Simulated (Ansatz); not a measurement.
Crystal: MnS.

```xyz
2
Lattice="0.0000 2.4735 2.4735 2.4735 0.0000 2.4735 2.4735 2.4735 0.0000" Properties=species:S:1:pos:R:3 pbc="T T T"
Mn    0.0000    0.0000    0.0000
S     3.7102    3.7102    3.7102
```

The cell is a database's computed one.

Base run:

```yaml
Program: Ansatz 0.2.0
Functional: PBEsol
Potentials_or_basis: all-electron LAPW, scalar-relativistic
Cutoff: 344 eV (chosen from the basis error)
Basis_error_allowed: 0.001 eV/atom
k_mesh: 9 × 9 × 9
Occupations: fermi-dirac, width 0.05 eV
Spin: collinear spin, ferromagnetic start
Starting_moments: "[4.0, 0.0] μB"
Hubbard_terms: Mn d U = 8 eV
```

Its results: band gap on the k mesh none (metal or under the smearing width); pressure 68.0 GPa; net moment 4.97 μB per cell; site moments Mn +4.40; S +0.08 μB.

**Question.** The run is repeated on the same cell with these changes: hubbard terms from Mn d U = 8 eV to none. What comes out?

**Answer.** Band gap on the k mesh none (metal or under the smearing width); pressure -3.0 GPa; net moment 0.24 μB per cell; site moments Mn +0.23; S -0.00 μB.

Caveats: the magnetic state may not be the lowest (some runs); a pressure of tens of GPa on the cell as given is suspect, and the run, the potentials or the cell itself is likely at fault (some runs); U is the effective U less J, on atomic orbitals that reach past the spheres (some runs); a cell with one magnetic atom can't hold antiferromagnetic order, which such compounds often take (some runs); the moment fell far below its start of 4 μB, so a state of higher moment may lie lower in energy (some runs); semilocal functionals often make such compounds metallic where correlation or magnetic order opens a gap, which also shifts bond lengths (some runs); the starting moments weren't kept (some runs).
